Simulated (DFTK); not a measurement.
HgTe (Coloradoite) under changes of volume

One of the cells (33.215 Å³/atom); the others are scaled copies at fixed shape and fractional positions:

```
Hg Te
1.0
     0.00000    3.21450    3.21450
     3.21450    0.00000    3.21450
     3.21450    3.21450    0.00000
Hg Te
1 1
Cartesian
  0.0000 0.0000 0.0000
  4.8217 4.8217 4.8217
```

| Quantity | Value |
| --- | --- |
| Program | DFTK 0.8.2 |
| Functional | RPBE |
| Potentials or basis | SPMS 1.0 (PBE) |
| Cutoff | 816 eV |
| k mesh | 4 × 4 × 4 |
| Occupations | fermi-dirac, width 0.05 eV |
| Spin | no spin polarisation |

```csv
volume (Å³/atom),energy over the lowest point (meV/atom),pressure (GPa)
31.223,?,?
31.887,133.08,9.6
32.551,96.43,8.1
33.215,65.33,6.9
33.880,39.22,5.7
34.544,17.60,4.7
35.208,0.00,3.8
```

**Question.** What does the run at 31.223 Å³/atom give?

**Answer.** Energy over the lowest point 175.95 meV/atom; pressure 11.1 GPa.

Worked out: A Birch-Murnaghan fit of order 3 (a polynomial in V^(-2/3)) to the other rows has no minimum within the range. It gives 175.97 meV/atom at 31.223 Å³/atom, against the run's 175.95, and -dE/dV = 11.2 GPa, against 11.1.

Energies are extrapolated to zero smearing.

Caveats: all runs use coarse meshes; the potentials were made for another functional, which shifts forces and pressure.
